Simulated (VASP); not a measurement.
# H (Im-3m) in VASP: single point with r2SCAN

Aim: the single point of H with r2SCAN.

Everything below comes from runs of VASP 6.6.1. Logs are shortened: lines on timing, memory, paths and dates and some standing lists are left out, and cuts for length are marked.

## 1. The structure

The structure is cubic, space group Im-3m (No. 229). Conventional cell: a = 2.388 Å, b = 2.388 Å, c = 2.388 Å, α = 90.00°, β = 90.00°, γ = 90.00°. H (site symmetry m-3m) is surrounded by 8 H at 2.07 Å.

The cell was built by a generator and needn't be a form met in nature.

## 2. Single point, r2SCAN

File POSCAR:

```
H
1.0
   -1.1938770000      1.1938770000      1.1938770000
    1.1938770000     -1.1938770000      1.1938770000
    1.1938770000      1.1938770000     -1.1938770000
H
1
Direct
    0.0000000000      0.0000000000      0.0000000000
```

File INCAR.step1:

```
SYSTEM = H
PREC = Accurate
ENCUT = 520
ISMEAR = -1
SIGMA = 0.1
LREAL = .FALSE.
LASPH = .TRUE.
NELM = 60
NBANDS = 6
GGA = PE
ALGO = Normal
EDIFF = 1E-4
LWAVE = .TRUE.
LCHARG = .FALSE.
```

File INCAR.step2:

```
SYSTEM = H
PREC = Accurate
ENCUT = 520
EDIFF = 1E-6
ISMEAR = -1
SIGMA = 0.1
LREAL = .FALSE.
LASPH = .TRUE.
NELM = 60
ALGO = Normal
ISIF = 2
LWAVE = .FALSE.
LCHARG = .FALSE.
METAGGA = R2SCAN
LMIXTAU = .TRUE.
NBANDS = 6
ISTART = 1
```

File KPOINTS:

```
Automatic mesh
0
G
  19 19 19
  0 0 0
```

Potentials or basis: VASP PAW PBE potentials, release 64 (H).

Started as:

```
$ cat potpaw_PBE.64/H/POTCAR > POTCAR
$ cp INCAR.step1 INCAR
$ mpirun -np 1 vasp_std > vasp.out
$ cp INCAR.step2 INCAR
$ mpirun -np 1 vasp_std > vasp.out
```

OUTCAR:

```text
SYSTEM = H
   PREC = Accurate
   ENCUT = 520
   EDIFF = 1E-6
   ISMEAR = -1
   LREAL = .FALSE.
   LASPH = .TRUE.
   NELM = 60
   ISIF = 2
   METAGGA = R2SCAN
   ISTART = 1

 ion  position               nearest neighbor table
   1  0.000  0.000  0.000-

  LATTYP: Found a body centered cubic cell.
 ALAT       =     2.3877540000

  Lattice vectors:

 A1 = (  -1.1938770000,   1.1938770000,   1.1938770000)
 A2 = (   1.1938770000,  -1.1938770000,   1.1938770000)
 A3 = (   1.1938770000,   1.1938770000,  -1.1938770000)

Analysis of symmetry for initial positions (statically):
=====================================================================
 Subroutine PRICEL returns:
 Original cell was already a primitive cell.

 Routine SETGRP: Setting up the symmetry group for a
 body centered cubic supercell.

 Subroutine GETGRP returns: Found 48 space group operations
 (whereof 48 operations were pure point group operations)
 out of a pool of 48 trial point group operations.

The static configuration has the point symmetry O_h .

Analysis of symmetry for dynamics (positions and initial velocities):
=====================================================================
 Subroutine PRICEL returns:
 Original cell was already a primitive cell.

 Routine SETGRP: Setting up the symmetry group for a
 body centered cubic supercell.

 Subroutine GETGRP returns: Found 48 space group operations
 (whereof 48 operations were pure point group operations)
 out of a pool of 48 trial point group operations.

The dynamic configuration has the point symmetry O_h .

 Subroutine INISYM returns: Found 48 space group operations
 (whereof 48 operations are pure point group operations),
 and found     1 'primitive' translations

----------------------------------------------------------------------------------------

                                     Primitive cell

  volume of cell :       6.8067

  direct lattice vectors                    reciprocal lattice vectors
    -1.193877000  1.193877000  1.193877000     0.000000000  0.418803612  0.418803612
     1.193877000 -1.193877000  1.193877000     0.418803612  0.000000000  0.418803612
     1.193877000  1.193877000 -1.193877000     0.418803612  0.418803612  0.000000000

  length of vectors
     2.067855622  2.067855622  2.067855622     0.592277748  0.592277748  0.592277748

  position of ions in fractional coordinates (direct lattice)
     0.000000000  0.000000000  0.000000000

  ion indices of the primitive-cell ions
   primitive index   ion index
                 1           1

----------------------------------------------------------------------------------------

 KPOINTS: Automatic mesh

Automatic generation of k-mesh.
 Grid dimensions read from file:
 generate k-points for:   19   19   19

 Generating k-lattice:

  Cartesian coordinates                     Fractional coordinates (reciprocal lattice)
     0.000000000  0.022042295  0.022042295     0.052631579  0.000000000  0.000000000
     0.022042295  0.000000000  0.022042295     0.000000000  0.052631579  0.000000000
     0.022042295  0.022042295  0.000000000     0.000000000  0.000000000  0.052631579

  Length of vectors
     0.031172513  0.031172513  0.031172513

  Shift w.r.t. Gamma in fractional coordinates (k-lattice)
     0.000000000  0.000000000  0.000000000

 Subroutine IBZKPT returns following result:
 ===========================================

 Found    220 irreducible k-points:

 Following reciprocal coordinates:
            Coordinates               Weight
  0.000000  0.000000  0.000000      1.000000
  0.052632  0.000000  0.000000     12.000000
  0.105263  0.000000  0.000000     12.000000
  0.157895  0.000000  0.000000     12.000000
  0.210526  0.000000  0.000000     12.000000
  0.263158  0.000000  0.000000     12.000000
[... 16 lines left out ...]
  0.263158  0.105263 -0.000000     48.000000
  0.315789  0.105263  0.000000     48.000000
 [... further k-points ...]
   k-points           NKPTS =    220   k-points in BZ     NKDIM =    220   number of bands    NBANDS=      6
   number of dos      NEDOS =    301   number of ions     NIONS =      1
   total plane-waves  NPLWV =   4096
   dimension x,y,z NGX =    16 NGY =   16 NGZ =   16
   dimension x,y,z NGXF=    32 NGYF=   32 NGZF=   32
   ions per type =               1
   NGX,Y,Z   is equivalent  to a cutoff of  12.86, 12.86, 12.86 a.u.
   NGXF,Y,Z  is equivalent  to a cutoff of  25.73, 25.73, 25.73 a.u.
 SYSTEM =  H
   PREC   = accura    normal or accurate (medium, high low for compatibility)
   ISTART =      1    job   : 0-new  1-cont  2-samecut
   ICHARG =      0    charge: 1-file 2-atom 10-const
   ISPIN  =      1    spin polarized calculation?
   LNONCOLLINEAR =      F non collinear calculations
   LSORBIT =      F    spin-orbit coupling
   LASPH  =      T    aspherical Exc in radial PAW
   ENCUT  =  520.0 eV  38.22 Ry    6.18 a.u.   3.84  3.84  3.84*2*pi/ulx,y,z
   NELM   =     60;   NELMIN=  2; NELMDL=  0     # of ELM steps
   EDIFF  = 0.1E-05   stopping-criterion for ELM
   LREAL  =      F    real-space projection
   EDIFFG = 0.1E-04   stopping-criterion for IOM
   NSW    =      0    number of steps for IOM
   IBRION =     -1    ionic relax: 0-MD 1-quasi-New 2-CG
   NFREE  =      0    steps in history (QN), initial steepest desc. (CG)
   ISIF   =      2    stress and relaxation
   ISYM   =      2    0-nonsym 1-usesym 2-fastsym
   POTIM  = 0.5000    time-step for ionic-motion
   TEBEG  =    0.0;   TEEND  =   0.0 temperature during run
   PSTRESS=    0.0 pullay stress
   NELECT =       1.0000    total number of electrons
   NUPDOWN=      -1.0000    fix difference up-down
   EMIN   =  10.00;   EMAX   =-10.00  energy-range for DOS
   EFERMI =   0.00;   METHOD = LEGACY
   ISMEAR =    -1;   SIGMA  =   0.10  broadening in eV -4-tet -1-fermi 0-gaus
   EFERMI_NEDOS =   21; number of points for ismear=-14 and -15
   IALGO  =     38    algorithm
   IMIX   =      4    mixing-type and parameters
     AMIX     =   0.40;   BMIX     =  1.00
     AMIX_MAG =   1.60;   BMIX_MAG =  1.00
  volume/ion in A,a.u.               =       6.81        45.93
  Fermi-wavevector in a.u.,A,eV,Ry     =   0.863831  1.632403 10.152712  0.746203
  Thomas-Fermi vector in A             =   1.981838
   LORBIT       =      0    0 simple, 1 ext, 2 COOP (PROOUT), +10 PAW based schemes
   METAGGA = R2SCAN    functional components
   LHFCALC =     F    Hartree Fock is set to
   AEXX    =    0.0000 exact exchange contribution
   IVDW    =     0    specifies the selected vdW correction
   LEPSILON=     F    determine dielectric tensor
   LRPA    =     F    only Hartree local field effects (RPA)
 non-spin polarized calculation
  energy-cutoff  :      520.00
  volume of cell :        6.81
 maximum number of plane-waves:       194
   NGX =  7   NGY =  7   NGZ =  7

 number of electron       1.0000000 magnetization

 Free energy of the ion-electron system (eV)
  ---------------------------------------------------
  ext. energy  EPLUGINS =         0.00000000
  ---------------------------------------------------
  free energy    TOTEN  =        -1.57569403 eV

  energy without entropy =       -1.56817218  energy(sigma->0) =       -1.57193311

 E-fermi :  -2.0402     XC(G=0):  -8.9003

 val. band max:       -2.0854189070   @ k =   0.2632   0.1579   0.1053
 cond. band min:      -2.0237875193   @ k =  -0.3684   0.4737   0.0526
 fundamental gap:      0.0616313877
 Fermi energy:        -2.0402145004

 k-point     1 :       0.0000    0.0000    0.0000
  band No.  band energies     occupation
      1     -11.2410      2.00000
      2      30.0225      0.00000
      3      43.7764      0.00000
      4      43.7764      0.00000
      5      43.7764      0.00000
      6      48.3509      0.00000

 k-point     2 :       0.0526    0.0000    0.0000
  band No.  band energies     occupation
      1     -11.0961      2.00000
      2      29.3741      0.00000
      3      42.3998      0.00000
      4      42.4671      0.00000
      5      43.2173      0.00000
      6      46.4140      0.00000

 k-point     3 :       0.1053    0.0000    0.0000
  band No.  band energies     occupation
      1     -10.6619      2.00000
      2      27.5746      0.00000
      3      39.0481      0.00000
      4      40.3138      0.00000
      5      41.7959      0.00000
      6      44.0092      0.00000

 k-point     4 :       0.1579    0.0000    0.0000
  band No.  band energies     occupation
      1      -9.9417      2.00000
      2      24.9120      0.00000
      3      35.8412      0.00000
      4      38.2560      0.00000
      5      40.0930      0.00000
      6      41.8583      0.00000

 k-point     5 :       0.2105    0.0000    0.0000
  band No.  band energies     occupation
      1      -8.9423      2.00000
      2      21.6982      0.00000
      3      33.2833      0.00000
      4      36.4452      0.00000
      5      38.4647      0.00000
      6      40.0038      0.00000
[... 136 lines left out ...]
 k-point    21 :       0.1579    0.1053    0.0000
  band No.  band energies     occupation
      1      -8.5169      2.00000
      2      21.1798      0.00000
      3      29.6057      0.00000
      4      35.2237      0.00000
      5      38.5301      0.00000
      6      44.5761      0.00000

 k-point    22 :       0.2105    0.1053   -0.0000
  band No.  band energies     occupation
      1      -7.2584      2.00000
      2      18.1535      0.00000
      3      27.2108      0.00000
      4      33.6657      0.00000
      5      37.4412      0.00000
      6      45.3054      0.00000

 k-point    23 :       0.2632    0.1053   -0.0000
  band No.  band energies     occupation
      1      -5.7635      2.00000
      2      14.9794      0.00000
      3      25.4777      0.00000
      4      32.4265      0.00000
      5      36.4272      0.00000
      6      44.2027      0.00000

 k-point    24 :       0.3158    0.1053    0.0000
  band No.  band energies     occupation
      1      -4.0925      2.00000
      2      11.9137      0.00000
      3      24.2778      0.00000
      4      31.4993      0.00000
      5      35.6161      0.00000
      6      43.3292      0.00000

 [... further k-points ...]

------------------------ aborting loop because EDIFF is reached ----------------------------------------

  FORCE on cell =-STRESS in cart. coord.  units (eV):
  Direction    XX          YY          ZZ          XY          YZ          ZX
  --------------------------------------------------------------------------------------
  -------------------------------------------------------------------------------------
  Total       -0.9730183     -0.9730183     -0.9730183      0.0000000      0.0000000     -0.0000000
  in kB     -229.0302490   -229.0302490   -229.0302490      0.0000000      0.0000000     -0.0000000
  external PRESSURE =    -229.0302490 kB  Pullay stress =       0.0000000 kB

 VOLUME and BASIS-vectors are now :
 -----------------------------------------------------------------------------
  energy-cutoff  :      520.00
  volume of cell :        6.81
      direct lattice vectors                 reciprocal lattice vectors
    -1.193877000  1.193877000  1.193877000     0.000000000  0.418803612  0.418803612
     1.193877000 -1.193877000  1.193877000     0.418803612  0.000000000  0.418803612
     1.193877000  1.193877000 -1.193877000     0.418803612  0.418803612  0.000000000

 POSITION                                       TOTAL-FORCE (eV/Angst)
 -----------------------------------------------------------------------------------
      0.00000      0.00000      0.00000        -0.000000      0.000000      0.000000
 -----------------------------------------------------------------------------------
    total drift:                                0.000000     -0.000000     -0.000000

  FREE ENERGIE OF THE ION-ELECTRON SYSTEM (eV)
  ---------------------------------------------------
  free  energy   TOTEN  =        -1.5756940342 eV

  energy  without entropy=       -1.5681721784  energy(sigma->0) =       -1.57193311
```

Run time: 36 s. Hardware: 1 thread of AMD EPYC 7R43 (Zen 3), shared host; peak memory 0.08 GiB.

What came out:

| Item | Value |
| --- | --- |
| Free energy | -1.5757 eV |
| Pressure | -22.9 GPa |
| Band gap on the k mesh | none (metal or under the smearing width) |

Caveat: so large a pressure means that the cell lies far from this level's equilibrium, or that cutoff or potentials fall short; the potentials were made for another functional, which shifts forces and pressure.
